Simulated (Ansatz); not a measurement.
# YN: elastic constants from stress and strain

```
CELL_PARAMETERS angstrom
0.00000 2.43850 2.43850
2.43850 0.00000 2.43850
2.43850 2.43850 0.00000
ATOMIC_POSITIONS crystal
Y 0.00000 0.00000 0.00000
N 0.50000 0.50000 0.50000
```

Atoms are numbered in the order listed.

Conventional cell: a = 4.877 Å, b = 4.877 Å, c = 4.877 Å, α = 90.00°, β = 90.00°, γ = 90.00°. Y (atom 1) has 6 N at 2.44 Å as nearest neighbours. Around N (atom 2) lie 6 Y at 2.44 Å.

The geometry is COD entry 9008768, unchecked; take it as a test cell.

Method: DFT, LDA, all-electron LAPW, scalar-relativistic (Ansatz 0.2.0).

Numerical set-up: a Γ-centred 11×11×11 k mesh, Fermi–Dirac smearing of 0.03 eV, basis error target 1 meV/atom, no spin polarisation.

The unstrained cell is at -5.94 GPa. Large strains and very small stresses are left out. Each strain is applied once, with fractional coordinates held (clamped ions), and σ below is the change of stress, positive in tension. One finite strain gives stress–strain coefficients at this pressure with an error of the order of the strain times third-order constants, a few per cent for each per cent of strain.

(1) With equal xy, yz and zx engineering shear strains of -1 %, the run gives σxy = -1.24 GPa and γxy = 2εxy = -0.0100. Which stiffness follows?

(2) With equal xy, yz and zx engineering shear strains of +1 %, the run gives σxy = 1.29 GPa and γxy = 2εxy = 0.0100. Which stiffness follows?

(3) The two estimates of C44 (clamped ions) differ. Why, and which value is best?

## Answers

(1) C44 (clamped ions) = σxy/γxy = 124 GPa.

(2) C44 (clamped ions) = σxy/γxy = 129 GPa.

(3) Finite strains add third-order terms, which change sign with the strain; interpolating the two linearly to zero strain gives 127 GPa, the better value.
